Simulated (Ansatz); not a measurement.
The parent structure is BeO in the wurtzite structure (space group P6_3mc, No. 186; a = 2.712 Å, c = 4.405 Å). Axes: x lies along a and z along c of the hexagonal cell.

Method: PBE (Ansatz, a first-principles code, PAW, spin-orbit coupling left out).

The change: the cell is compressed by 5.69 % along y with no lateral relaxation; the atoms relax in the strained cell.

### Question
Predict the stress tensor and what it implies for the stiffness.

### Answer
Stress of the strained cell less that of the base (GPa, compression positive):
```
   8.85    0.00    0.00
   0.00   27.30    0.00
   0.00    0.00    4.94
```

Then −Δσ_ii/ε with ε = -0.0569 gives secant stiffness values (nonlinear terms included at this strain): C22 ≈ 480 GPa, C12 ≈ 156 GPa and C23 ≈ 87 GPa.

As a check, the harmonic strain energy −½ V₀ Δσ:ε is 34 meV/atom; the computed energy rise is 33 meV/atom.

Whether these cells are dynamically stable was not tested.
